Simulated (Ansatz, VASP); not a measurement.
Two plane-wave programs on ZnSe

```
Zn Se
1.0
     0.00000    2.81872    2.81872
     2.81872    0.00000    2.81872
     2.81872    2.81872    0.00000
Zn Se
1 1
Direct
  0.00000 0.00000 0.00000
  0.75000 0.75000 0.75000
```

Alike in both runs: functional r2SCAN; k mesh 8 × 8 × 8; no spin polarisation.

Ansatz relaxed the structure, and its values are those at the end. VASP's run is a single point on that final structure, the one shown.

|  | VASP | Ansatz |
| --- | --- | --- |
| version | VASP 6.6.1 | Ansatz 0.2.0 |
| potentials or method | VASP PAW PBE potentials, release 64 (Zn, Se) | PAW with Ansatz's default frozen-core files, scalar-relativistic |
| plane-wave cutoff (eV) | 520 | 500 |
| occupations | gaussian, width 0.01 eV | fixed |
| valence electrons in the cell | 18 | 28 |

Ansatz gave:

```
pressure (GPa) : 1.0
```

**Question.** Which values does VASP return?

**Answer.** Pressure (GPa): 1.1.

The two sets of potentials don't hold the same shells in valence.

Caveats: the PAW data sets were made with another functional, which shifts forces and pressure a little (VASP).
